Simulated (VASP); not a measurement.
CsI, 2 atoms in the cell. The structure is cubic, space group Pm-3m (No. 221). The conventional cell has a = 4.666 Å, b = 4.666 Å, c = 4.666 Å, α = 90.00°, β = 90.00°, γ = 90.00°. Cs (site symmetry m-3m) is surrounded by 8 I at 4.04 Å. I (site symmetry m-3m) is surrounded by 8 Cs at 4.04 Å.  The cell isn't the ideal one: cell and atoms relaxed tightly for response.

| Property | Result |
| --- | --- |
| Program | VASP 6.6.1 |
| Task | relaxation of cell and atoms |
| Functional | PBE |
| Potentials or basis | VASP PAW PBE potentials, release 64 (Cs_sv, I) |
| Cutoff | 600 eV |
| k mesh | 6 × 6 × 6 |
| Occupations | gaussian, width 0.01 eV |
| Spin | no spin polarisation |
| Dipole correction | no |
| Further INCAR settings | ALGO = Normal; EDIFF = 1e-06; IBRION = 2; EDIFFG = -0.001; NSW = 80; ISIF = 3 |

Potentials or basis: VASP PAW PBE potentials, release 64 (Cs_sv, I).

Launch:

```bash
$ cat potpaw_PBE.64/Cs_sv/POTCAR potpaw_PBE.64/I/POTCAR > POTCAR
$ mpirun -np 1 vasp_std > vasp.out
```

Hardware: 1 thread of Intel(R) Xeon(R) Platinum 8488C (Sapphire Rapids), on a shared host.

Question: Estimate the wall time of this run.

Answer: Run time: 48 s on 1 thread of Intel(R) Xeon(R) Platinum 8488C (Sapphire Rapids) (shared host), peak memory 0.26 GiB. Counts: scf iterations 30, k points 20, ion steps 5.
